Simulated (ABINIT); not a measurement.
Crystal: BAs.

```
CELL_PARAMETERS angstrom
0.00000 2.38850 2.38850
2.38850 0.00000 2.38850
2.38850 2.38850 0.00000
ATOMIC_POSITIONS crystal
As 0.75000 0.75000 0.75000
B 0.00000 0.00000 0.00000
```

Base run:

* Program: ABINIT 10.8.3 (patched build)
* Functional: SCAN
* Potentials or basis: JTH PAW PBE v2.0
* Cutoff: 490 eV
* k mesh: 10 × 10 × 10
* Occupations: fermi-dirac, width 0.05 eV
* Spin: no spin polarisation

Its results: band gap on the k mesh 1.41 eV, indirect (least direct gap 3.59 eV); pressure -0.7 GPa.

Q: After a change of settings the same cell gave: band gap on the k mesh 1.42 eV, indirect (least direct gap 3.60 eV); pressure 0.0 GPa. Which change was it?
A. functional from SCAN to PBEsol; cutoff from 490 eV to 408 eV; fine-grid cutoff from 979.61 eV to 816.342 eV
B. functional from SCAN to LDA; potentials or basis from JTH PAW PBE v2.0 to PseudoDojo NC SR LDA v0.4.1 standard; cutoff from 490 eV to 1088 eV
C. functional from SCAN to r2SCAN; potentials or basis from JTH PAW PBE v2.0 to JTH PAW PBE v2.0 sp; valence electrons from 18 to 8
D. potentials or basis from JTH PAW PBE v2.0 to JTH PAW PBE v2.0 sp; valence electrons from 18 to 8

A: D.

Caveats: the PAW data sets were made with another functional, which shifts forces and pressure a little; this set keeps more shells in the core, which shifts pressures and gaps (some runs).

Runs at the PBE level aren't shown here.
